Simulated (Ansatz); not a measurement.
# KBr (Fm-3m) in Ansatz: a series of runs

The runs below take KBr through elastic constants, Born charges and dielectric tensor, phonons, band structure, with PBE, PBEsol, PBE0.

Everything below comes from runs of Ansatz 0.2.0. Logs are shortened: lines on timing, memory, paths and dates and some standing lists are left out, and cuts for length are marked.

**Measured values to compare with.**

From a printed reference work, monograph, for a bulk crystal of KBr: high-frequency dielectric constant 2.36.

The results are compared with them further down.

## 1. Starting point

The structure is cubic, space group Fm-3m (No. 225). The conventional cell has a = 6.600 Å, b = 6.600 Å, c = 6.600 Å, α = 90.00°, β = 90.00°, γ = 90.00°. Br (site symmetry m-3m) has 6 K at 3.30 Å as nearest neighbours. K (site symmetry m-3m) has 6 Br at 3.30 Å as nearest neighbours.

## 2. Elastic constants, PBE

input.yaml

```yaml
crystal:
  lattice:
    - [0.0, 3.3, 3.3]
    - [3.3, 0.0, 3.3]
    - [3.3, 3.3, 0.0]
  atoms:
    - { symbol: Br, position: [0.5, 0.5, 0.5] }
    - { symbol: K, position: [0.0, 0.0, 0.0] }
hamiltonian:
  xc: pbe
  pseudopotentials: { kind: paw }
kpoints:
  mp_grid: { grid: [5, 5, 5] }
scf:
  occupations: { method: fixed }
output:
  forces: true
  stress: true
elastic:
  mode: relaxed_ion
  stencil: two_point
```

Potentials or basis: Ansatz PAW.

On the command line:

```console
$ ansatz run input.yaml --threads 2 --pin off --max-ram 5632MiB --backend cpu --events-out ev --progress --plain --runs-dir out
```

The log of the run:

```text
Warning: RAYON_NUM_THREADS=2 ignored (pool sized by the plan → 2); use --threads N
Engine: ansatz 0.2.0, x86_64-unknown-linux-gnu
Pseudopotentials: kind: paw
Pseudopotential: Br, paw, valence charge 7, recommended cutoff 420 eV (normal), Br.paw.azcp
Pseudopotential: K, paw, valence charge 9, recommended cutoff 420 eV (normal), K.paw.azcp
Functional definition: PBE
  parameter kappa = 0.804
  parameter beta = 0.06672455060314922
  exchange = pbe_x(kappa = kappa, mu = beta*pi^2/3)
  correlation = pbe_c(beta = beta)
Crystal: 2 atoms, lattice volume = 71.874 Å³
Basis set: ecut = 420 eV, 1411 PW (Γ), exchange–correlation on 64×64×64 points (8 copies of the dense FFT grid, shifted against one another)
Bands: 12, of which v1, the nominal top of the filled ones, is band 8 counted from 1 (7 counted from 0)
Symmetry: 48 space group operations
Space group: Fm-3m (ITA 225), of the structure as read, at distance tolerance 4.2e-5 Å
k-points: 10 of 125
Non-local potential: Br, projectors of the file, l = 0: 2, l = 1: 2, l = 2: 2
Non-local potential: K, projectors of the file, l = 0: 3, l = 1: 2, l = 2: 2
PAW form: soft (Blöchl's): semilocal exchange-correlation on the pseudo side does not see the compensation charge
PAW one-centre angular grid: Br, 110 points (default); XC on 64 Gauss nodes
PAW one-centre angular grid: K, 110 points (default); XC on 64 Gauss nodes
Initial density: superposition of atomic densities (neutral atoms: chi_scale 0, normalization atom), corrected by the library's trained network
Initial wavefunctions: pseudopotential atomic-orbital guess
Functional: x = pbe(κ = 0.804, μ = 0.2195149727645171), c = pbe(β = 0.06672455060314922)
SCF iter   1: F=—  HF=-4324.496686 eV  |F-HF|=—  |Δ(HF+E_count)|=         —  Δρ=1.72e-4  dr2=1.81e-5  ethr=1.77e-3  ⟨swp⟩=5.2  Hψ=662  notcnv=0  defer=17
preconditioner: auto → none  [insulator: Δε(μ)=4.426 eV  Ē_g=14.777 eV  n_scr=14 (ndim 8)  ℏωp=16.4 eV  f_vac=0.056  ε∞_Penn≈2.2]
SCF iter   2: F=—  HF=-4324.496482 eV  |F-HF|=—  |Δ(HF+E_count)|=   2.04e-4  Δρ=1.45e-4  dr2=2.33e-5  ethr=1.13e-7  ⟨swp⟩=3.3  Hψ=384  notcnv=0  defer=20
SCF iter   3: F=—  HF=-4324.496485 eV  |F-HF|=—  |Δ(HF+E_count)|=   2.93e-6  Δρ=4.99e-5  dr2=1.16e-6  ethr=1.13e-7  ⟨swp⟩=2.0  Hψ=166  notcnv=0  defer=17
SCF iter   4: F=—  HF=-4324.496492 eV  |F-HF|=—  |Δ(HF+E_count)|=   7.18e-6  Δρ=2.37e-5  dr2=5.13e-7  ethr=7.24e-9  ⟨swp⟩=2.0  Hψ=190  notcnv=0  defer=11
SCF iter   5: F=—  HF=-4324.496493 eV  |F-HF|=—  |Δ(HF+E_count)|=   3.88e-7  Δρ=6.92e-6  dr2=4.26e-8  ethr=3.21e-9  ⟨swp⟩=2.0  Hψ=150  notcnv=0  defer=11
SCF iter   6: F=—  HF=-4324.496493 eV  |F-HF|=—  |Δ(HF+E_count)|=   2.68e-8  Δρ=1.04e-6  dr2=1.06e-9  ethr=2.66e-10  ⟨swp⟩=2.9  Hψ=190  notcnv=0  defer=12
SCF iter   7: F=—  HF=-4324.496493 eV  |F-HF|=—  |Δ(HF+E_count)|=  4.01e-10  Δρ=1.51e-7  dr2=2.26e-11  ethr=6.62e-12  ⟨swp⟩=2.0  Hψ=182  notcnv=0  defer=12
SCF iter   8: F=—  HF=-4324.496493 eV  |F-HF|=—  |Δ(HF+E_count)|=    0.00e0  Δρ=3.21e-8  dr2=1.13e-12  ethr=1.41e-13 (applied; sched 1.00e-12)  ⟨swp⟩=2.0  Hψ=150  notcnv=0  defer=12
SCF iter   9: F=—  HF=-4324.496493 eV  |F-HF|=—  |Δ(HF+E_count)|=  1.82e-12  Δρ=1.10e-8  dr2=1.24e-13  ethr=7.04e-15 (applied; sched 1.00e-12)  ⟨swp⟩=2.0  Hψ=162  notcnv=0  defer=12
[... 43 lines left out ...]
SCF iter   5: F=—  HF=-4324.496490 eV  |F-HF|=—  |Δ(HF+E_count)|=  2.73e-12  Δρ=1.88e-8  dr2=1.82e-13  ethr=7.45e-15 (applied; sched 1.00e-12)  ⟨swp⟩=2.0  Hψ=435  notcnv=0  defer=33
SCF iter   6: F=-4324.496490 eV  HF=-4324.496490 eV  |F-HF|=9.09e-13  |Δ(HF+E_count)|=    0.00e0  Δρ=9.98e-9  dr2=3.77e-14  ethr=1.00e-12  ⟨swp⟩=4.1  Hψ=1057  notcnv=0
SCF 5 converged in 6 iterations: F = -4324.496490 eV  dr2 = 3.77e-14
SCF converged after 10 iterations
Free energy (F): -4324.496493 eV
Harris-Foulkes:  -4324.496493 eV  (|F-HF|=1.82e-12)
Internal energy: -4324.496493 eV  (E = F + TS)
E sigma→0 (E₀):  -4324.496493 eV
Fermi energy:    1.069260 eV
--- Per-component energies (eV) ---
  E_band       = -133.510562
  E_kinetic    = 388.471619
  E_local      = -838.834056  (includes V_loc(G=0)·N_el)
  E_nonlocal   = 82.863443
  E_hartree    = 271.999281
  E_xc         = -400.625140
  E_vxc        = -269.645441  (∫ρ·V_xc dr)
  E_paw        = -3028.385790  (= ΣΔE_a)
  E_vpaw       = -40.364685  (= ΣTr[D̂ρ^β])
  E_aug_tail   = -0.000004  (compensation charges beyond the density's cutoff)
  E_ewald      = -799.985846
  E_smearing   = -0.000000  (= −TS)
  E_closure    = 0.000000  (closes the sum)
  Σ components = -4324.496493   (vs F -4324.496493, Δ=0.00e0)
--- Forces (eV/Å), atoms counted from 1 ---
  atom   1  Br     0.00000000    -0.00000000     0.00000000
  atom   2  K     -0.00000000     0.00000000    -0.00000000
  max |Σ_I F_I| component: 1.91e-29 eV/Å
--- Stress (GPa, compression-positive) ---
        0.718352       0.000000       0.000000
        0.000000       0.718352       0.000000
        0.000000       0.000000       0.718352
  P = ⅓ Tr σ = 0.7184 GPa (7.184 kbar)
--- Band table (eV; the first three rows and the last of 10) ---
  k-point 0: bands = ["-26.7064", "-11.2225", "-10.1842", "-10.1842", "-10.1842", "1.0693", "1.0693", "1.0693", "5.5046", "8.6735", "8.6735", "8.6735"]
  k-point 1: bands = ["-26.7045", "-11.2916", "-10.1861", "-10.1861", "-10.0909", "0.5817", "0.9478", "0.9478", "6.3955", "8.5223", "9.1317", "9.1317"]
  k-point 2: bands = ["-26.7014", "-11.3853", "-10.1892", "-10.1892", "-9.9571", "-0.0196", "0.7654", "0.7654", "7.5226", "9.0719", "10.2977", "10.2977"]
  k-point 9: bands = ["-26.6996", "-11.2513", "-10.2348", "-10.2272", "-10.0781", "0.2776", "0.5950", "0.6500", "8.0376", "8.6346", "9.4708", "10.4856"]
--- Elastic constants: 2 strain directions × 2 members + reference (group order 48) ---
  dense FFT box of the reference and of every strained cell: 32×32×32
  strains applied: 11, 23; error gains: componentwise 1.00 (the most a stress slope's error grows in a printed constant), spectral 1.73 (1 for all six strains in a standard setting)
  C = ∂σ_k/∂η_j (tension-positive GPa; Voigt order 11 22 33 23 13 12):
        38.625      5.904      5.904     -0.000     -0.000     -0.000
         5.904     38.625      5.904      0.000     -0.000      0.000
         5.904      5.904     38.625      0.000      0.000      0.000
        -0.000      0.000      0.000      4.994      0.000     -0.000
         0.000     -0.000      0.000     -0.000      4.994      0.000
        -0.000      0.000     -0.000     -0.000     -0.000      4.994
  reference stress σ⁰ (GPa):     -0.718     -0.718     -0.718     -0.000     -0.000     -0.000
  C* (energy form; C + prestress term) asymmetry max|C*_kj − C*_jk| = 8.882e-16 GPa — a small one proves nothing (zero by symmetry where the batch's group is 432, −43m or m−3m); a large one is finite-difference/SCF noise where every solve meets its electron count
  moduli (Voigt/Reuss/Hill, GPa): K = 16.81/16.81/16.81   G = 9.54/6.92/8.23   E = 21.22   ν = 0.290
  mechanically stable: yes (min eigenvalue of sym C = 4.99 GPa)
  strain η (Voigt 11):  stress-route row diagonal C_11 = 38.62 GPa, energy-path curvature d²(F+E_count+ΔE)/dδ²/Ω₀ = 38.60 GPa
         δ    σ_11 (GPa)             F (eV)   n_scf  n_hpsi   n_pw
    -2.000e-3      -0.7966       -4324.4958153       7    4138   1420   relax 0 steps, max|allowed force component| 9.68e-30 eV/Å
     2.000e-3      -0.6421       -4324.4971043       5    3468   1422   relax 0 steps, max|allowed force component| 1.77e-30 eV/Å
  strain η (Voigt 23):  stress-route row diagonal C_44 = 4.99 GPa, energy-path curvature d²(F+E_count+ΔE)/dδ²/Ω₀ = 5.34 GPa
         δ    σ_23 (GPa)             F (eV)   n_scf  n_hpsi   n_pw
    -2.000e-3      -0.0100       -4324.4964897       6    5781   1422   relax 0 steps, max|allowed force component| 8.97e-30 eV/Å
     2.000e-3       0.0100       -4324.4964897       6    5763   1422   relax 0 steps, max|allowed force component| 2.96e-30 eV/Å
```

Run time: 2.7 s. Hardware: 2 threads of Intel Xeon Platinum 8488C (Sapphire Rapids), shared host; peak memory 0.4 GiB.

Results:

```yaml
Free_energy: -4324.4965 eV
Pressure: 0.7 GPa
Band_gap_on_the_k_mesh: 4.44 eV, direct
Elastic_constants_C11_C12_C44: 39, 6, 5 GPa
Voigt_bulk_modulus: 17 GPa
```

Elastic tensor in Voigt notation (GPa, in the Cartesian axes of the cell as first typed):
```
39  6  6  0  0  0
 6 39  6  0  0  0
 6  6 39  0  0  0
 0  0  0  5  0  0
 0  0  0  0  5  0
 0  0  0  0  0  5
```

Caveat: odd divisions of the mesh miss points on the zone boundary, where band edges often lie, so the gap on the mesh can be too wide. A hybrid or GW would open this gap; PBE tends to underestimate it.

## 3. Born charges and dielectric tensor, PBE

Changes to input.yaml since step 2:

```diff
@@ -12,3 +12,3 @@
 kpoints:
-  mp_grid: { grid: [5, 5, 5] }
+  mp_grid: { grid: [7, 7, 7] }
 scf:
@@ -16,6 +16,4 @@
 output:
-  forces: true
-  stress: true
-elastic:
-  mode: relaxed_ion
-  stencil: two_point
+  eigenvalues: true
+dielectric:
+  method: response
```

Potentials or basis: Ansatz PAW.

On the command line:

```console
$ ansatz run input.yaml --threads 2 --pin off --max-ram 5632MiB --backend cpu --events-out ev --progress --plain --runs-dir out
```

The log of the run:

```text
Warning: RAYON_NUM_THREADS=2 ignored (pool sized by the plan → 2); use --threads N
[... 9 set-up lines as earlier in the session ...]
Crystal: 2 atoms, lattice volume = 71.874 Å³
Basis set: ecut = 420 eV, 1411 PW (Γ), exchange–correlation on 64×64×64 points (8 copies of the dense FFT grid, shifted against one another)
[... 40 lines left out ...]
  E_ewald      = -799.985846
  E_smearing   = -0.000000  (= −TS)
  E_closure    = 0.000000  (closes the sum)
  Σ components = -4324.496538   (vs F -4324.496538, Δ=0.00e0)
--- Band table (eV; the first three rows and the last of 40) ---
  k-point 0: bands = ["-26.7064", "-11.2226", "-10.1842", "-10.1842", "-10.1842", "1.0692", "1.0692", "1.0692", "5.5046", "8.6734", "8.6734", "8.6734"]
  k-point 1: bands = ["-26.7054", "-11.2616", "-10.1852", "-10.1852", "-10.1321", "0.7873", "1.0020", "1.0020", "6.0043", "8.5531", "8.9128", "8.9128"]
  k-point 2: bands = ["-26.7030", "-11.3385", "-10.1876", "-10.1876", "-10.0252", "0.2756", "0.8590", "0.8590", "6.9977", "8.6281", "9.5686", "9.5686"]
  k-point 39: bands = ["-26.6993", "-11.2368", "-10.2510", "-10.2272", "-10.0833", "0.3955", "0.4444", "0.6510", "8.1222", "8.8527", "9.4031", "10.1077"]
--- Dielectric response (ions clamped): 1 representative field direction + reference, on 40 of 343 k-points (Σ response iterations 7) ---
  k mesh reduced under 8 symmetry operations, with k and −k counted as one. Each operation leaves every solved perturbation unchanged. A smaller set is not considered because the run solves the response to a homogeneous field
  ε∞ (high-frequency dielectric tensor):
        2.552771    -0.000000     0.000000
        0.000000     2.552771    -0.000000
        0.000000     0.000000     2.552771
  Born effective charges Z* (e; rows j = field, columns β = displacement):
    site 0:
        -1.12652   -0.00000    0.00000
         0.00000   -1.12652   -0.00000
         0.00000    0.00000   -1.12652
    site 1:
         1.12652    0.00000   -0.00000
         0.00000    1.12652    0.00000
         0.00000   -0.00000    1.12652
  Z* charge neutrality: 6.832e-5 e pre-enforcement
  k-mesh period / interband length: 32.7 Å / 1.40 Å = 23.35 at k = (0.0000, 0.0000, 0.0000), direct gap 4.435 eV — 14 or more, which is no proof of convergence
```

Wall time 4 s (2 threads of Intel Xeon Platinum 8488C (Sapphire Rapids), shared host); peak memory 0.47 GiB.

Results:

```
Free energy                             : -4324.4965 eV
Band gap on the k mesh                  : 4.44 eV, direct
Electronic dielectric tensor (diagonal) : 2.55
Born charges (mean of the diagonal)     : Br -1.13; K +1.13 e
```

Electronic dielectric tensor:
```
2.55 0.00 0.00
0.00 2.55 0.00
0.00 0.00 2.55
```

Born effective charge tensors (e):
atom 1, Br
```
-1.13  0.00  0.00
 0.00 -1.13  0.00
 0.00  0.00 -1.13
```
atom 2, K
```
1.13 0.00 0.00
0.00 1.13 0.00
0.00 0.00 1.13
```

Caveat: odd divisions of the mesh miss points on the zone boundary, where band edges often lie, so the gap on the mesh can be too wide.

## 4. Born charges and dielectric tensor, PBEsol

Changes to input.yaml since step 3:

```diff
@@ -9,3 +9,3 @@
 hamiltonian:
-  xc: pbe
+  xc: pbesol
   pseudopotentials: { kind: paw }
```

Potentials or basis: Ansatz PAW.

On the command line:

```console
$ ansatz run input.yaml --threads 2 --pin off --max-ram 5632MiB --backend cpu --events-out ev --progress --plain --runs-dir out
```

The log of the run:

```text
Warning: RAYON_NUM_THREADS=2 ignored (pool sized by the plan → 2); use --threads N
[... 4 set-up lines as earlier in the session ...]
Functional definition: PBEsol
  exchange = pbesol_x
  correlation = pbesol_c
Crystal: 2 atoms, lattice volume = 71.874 Å³
Basis set: ecut = 420 eV, 1411 PW (Γ), exchange–correlation on 64×64×64 points (8 copies of the dense FFT grid, shifted against one another)
Bands: 12, of which v1, the nominal top of the filled ones, is band 8 counted from 1 (7 counted from 0)
[... 1 set-up line as earlier in the session ...]
k-points: 40 of 343 (irreducible under 8 space group operations, time reversal used)
[... 3 set-up lines as earlier in the session ...]
PAW frozen core: Br, regenerated for the run's functional, and the local potential with it (the file was generated under x = pbe(κ = 0.804, μ = 0.2195149727645171), c = pbe(β = 0.06672455060314922))
PAW frozen core: K, regenerated for the run's functional, and the local potential with it (the file was generated under x = pbe(κ = 0.804, μ = 0.2195149727645171), c = pbe(β = 0.06672455060314922))
[... 4 set-up lines as earlier in the session ...]
[... 19 lines left out ...]
--- Per-component energies (eV) ---
  E_band       = -134.121120
  E_kinetic    = 387.822278
  E_local      = -838.935207  (includes V_loc(G=0)·N_el)
  E_nonlocal   = 84.006586
  E_hartree    = 271.119335
  E_xc         = -395.677773
  E_vxc        = -268.336581  (∫ρ·V_xc dr)
  E_paw        = -2964.532051  (= ΣΔE_a)
  E_vpaw       = -40.916825  (= ΣTr[D̂ρ^β])
  E_aug_tail   = -0.000004  (compensation charges beyond the density's cutoff)
  E_ewald      = -799.985846
  E_core_change = 0.200155  (= ΣΔE_core)
  E_smearing   = -0.000000  (= −TS)
  E_closure    = 0.000000  (closes the sum)
  Σ components = -4255.982526   (vs F -4255.982526, Δ=0.00e0)
--- Band table (eV; the first three rows and the last of 40) ---
  k-point 0: bands = ["-26.6293", "-11.3288", "-10.1744", "-10.1744", "-10.1744", "0.9800", "0.9800", "0.9800", "5.2615", "8.5126", "8.5126", "8.5126"]
  k-point 1: bands = ["-26.6282", "-11.3633", "-10.1755", "-10.1755", "-10.1268", "0.6884", "0.9113", "0.9113", "5.7686", "8.3765", "8.7539", "8.7539"]
  k-point 2: bands = ["-26.6257", "-11.4327", "-10.1779", "-10.1779", "-10.0275", "0.1645", "0.7652", "0.7652", "6.7655", "8.4351", "9.4148", "9.4148"]
  k-point 39: bands = ["-26.6218", "-11.3329", "-10.2441", "-10.2195", "-10.0830", "0.2904", "0.3403", "0.5528", "7.9190", "8.6511", "9.2268", "9.9396"]
--- Dielectric response (ions clamped): 1 representative field direction + reference, on 40 of 343 k-points (Σ response iterations 7) ---
  k mesh reduced under 8 symmetry operations, with k and −k counted as one. Each operation leaves every solved perturbation unchanged. A smaller set is not considered because the run solves the response to a homogeneous field
  ε∞ (high-frequency dielectric tensor):
        2.588820    -0.000000    -0.000000
        0.000000     2.588820    -0.000000
        0.000000     0.000000     2.588820
  Born effective charges Z* (e; rows j = field, columns β = displacement):
    site 0:
        -1.12793   -0.00000    0.00000
         0.00000   -1.12793   -0.00000
         0.00000    0.00000   -1.12793
    site 1:
         1.12793    0.00000   -0.00000
         0.00000    1.12793    0.00000
         0.00000   -0.00000    1.12793
  Z* charge neutrality: 2.029e-5 e pre-enforcement
  k-mesh period / interband length: 32.7 Å / 1.43 Å = 22.84 at k = (0.0000, 0.0000, 0.0000), direct gap 4.282 eV — 14 or more, which is no proof of convergence
```

It took 3.6 s on 2 threads of Intel Xeon Platinum 8488C (Sapphire Rapids), shared host; peak memory 0.46 GiB.

What came out:

```
Free energy                             : -4255.9825 eV
Band gap on the k mesh                  : 4.28 eV, direct
Electronic dielectric tensor (diagonal) : 2.59
Born charges (mean of the diagonal)     : Br -1.13; K +1.13 e
```

Levels at points of the mesh, in eV from the valence-band top:
```
           k point  band 5  band 6  band 7  band 8  band 9  band 10  band 11  band 12
(0.00, 0.00, 0.00)  -11.15    0.00    0.00    0.00    4.28     7.53     7.53     7.53
```

Electronic dielectric tensor:
```
2.59 0.00 0.00
0.00 2.59 0.00
0.00 0.00 2.59
```

Born effective charge tensors (e):
atom 1, Br
```
-1.13  0.00  0.00
 0.00 -1.13  0.00
 0.00  0.00 -1.13
```
atom 2, K
```
1.13 0.00 0.00
0.00 1.13 0.00
0.00 0.00 1.13
```

Caveat: odd divisions of the mesh miss points on the zone boundary, where band edges often lie, so the gap on the mesh can be too wide; the PAW data sets come from PBE, with cores solved anew for the run's functional, which leaves a small shift of forces and pressure.

[end of part 1 of 3]
